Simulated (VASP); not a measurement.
Crystal: NaCl.

```
Cl Na
1.0
     3.50219    0.00000    0.00000
     0.00000    3.50219    0.00000
     0.00000    0.00000    3.50219
Cl Na
1 1
Direct
  0.50000 0.50000 0.50000
  0.00000 0.00000 0.00000
```

Measurements of this composition are mostly on another form, of space group No. 225.

Base run:

| Quantity | Value |
| --- | --- |
| Program | VASP 6.6.1 |
| Functional | PBE |
| Potentials or basis | VASP PAW PBE potentials, release 64 (Cl_GW, Na_sv_GW) |
| Cutoff | 450 eV |
| k mesh | 5 × 5 × 5 |
| Occupations | gaussian, width 0.02 eV |
| Spin | no spin polarisation |

Its results: band gap on the k mesh 4.04 eV, indirect (least direct gap 4.48 eV); pressure 0.1 GPa.

**Question.** The run is repeated on the same cell with these changes: k mesh from 5 × 5 × 5 to 3 × 3 × 3. What comes out?

**Answer.** Band gap on the k mesh 4.09 eV, indirect (least direct gap 4.45 eV); pressure 0.6 GPa.

Caveats: some runs use coarse meshes; the cutoff is under 1.25 times the usual one of these potentials, so pressure, stress and relaxed cells hold a basis-set (Pulay) error; an odd mesh through Γ misses points on the zone boundary, where band edges often lie.
